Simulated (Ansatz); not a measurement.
Set up this calculation in Ansatz 0.2.0, as an ASE script.

```
Task                : single point
Functional          : BPBE
Dispersion          : D4
Potentials or basis : Ansatz PAW
Cutoff              : 420 eV
Density cutoff      : 1680 eV
k mesh              : 10 × 10 × 10
Occupations         : fermi-dirac, width 0.05 eV
Spin                : spin-orbit coupling, no magnetisation
Driver              : calculator
```

The structure of HfC lies in HfC.cif:

```cif
data_HfC
_cell_length_a 3.28804653
_cell_length_b 3.28804653
_cell_length_c 3.28804653
_cell_angle_alpha 60.00000000
_cell_angle_beta 60.00000000
_cell_angle_gamma 60.00000000
_space_group_name_H-M_alt 'P1'
_space_group_name_Hall 'P 1'
_space_group_IT_number 1
loop_
_space_group_symop_operation_xyz
'x,y,z'
loop_
_atom_site_label
_atom_site_type_symbol
_atom_site_symmetry_multiplicity
_atom_site_Wyckoff_symbol
_atom_site_fract_x
_atom_site_fract_y
_atom_site_fract_z
_atom_site_occupancy
Hf1 Hf 1 a 0.5000000000 0.5000000000 0.5000000000 1
C1 C 1 a 0.0000000000 0.0000000000 0.0000000000 1
```

One way to write it, as run:

run.py

```python
import json

import ase.io
import numpy as np
from ase.calculators.calculator import CalculationFailed, Calculator
from ase.stress import full_3x3_to_voigt_6_stress
from ase.units import GPa

import ansatz as az

class AnsatzCalculator(Calculator):
    implemented_properties = ["energy", "free_energy", "forces", "stress", "magmom"]

    def calculate(self, atoms, properties, system_changes):
        super().calculate(atoms, properties, system_changes)
        structure = atoms.copy()
        structure.set_constraint()
        structure.set_momenta(None)
        structure.set_masses(None)
        outcome = (
            az.Crystal.from_ase(structure)
            .calculation()
            .basis(xc_grid=2)
            .kpoints(10, 10, 10)
            .functional(exchange="b88", correlation="pbe", dispersion="d4")
            .pseudopotentials(kind="paw_fr")
            .spin("noncollinear", soc=True)
            .scf(tolerance=2e-10)
            .occupations(method="fermi_dirac", width=0.05)
            .forces()
            .stress()
            .run(threads=2)
        )
        if not outcome.report["converged"]:
            raise CalculationFailed("SCF not converged")
        report = outcome.report
        self.results = {
            "free_energy": report["lagrangian_ev"],
            "energy": report["lagrangian_ev"],
            "forces": np.array(report["forces_ev_ang"]),
            "stress": -GPa * full_3x3_to_voigt_6_stress(report["stress_gpa"]),
            "magmom": report["magnetization_mub"],
        }

np.set_printoptions(precision=5, suppress=True, linewidth=110)
atoms = ase.io.read("HfC.cif")
atoms.info.pop("occupancy", None)
atoms.calc = AnsatzCalculator()
print(f"free energy {atoms.get_potential_energy():.6f} eV")
print("forces (eV/A)", atoms.get_forces(), sep="\n")
print("stress (GPa, Voigt, tension positive)", atoms.get_stress() / GPa, sep="\n")
print(f"moment {atoms.get_magnetic_moment():.4f} muB")
```

Potentials or basis: Ansatz PAW.

Command:

```bash
$ python run.py
```

It gave:

* Pressure: -7.5 GPa

Caveat: the potentials were made for another functional, which shifts forces and pressure; the dispersion damping was fitted for another functional or another form of the correction.

Run time: 6 s on 2 threads of Arm Neoverse V2 (shared host), peak memory 0.59 GiB.
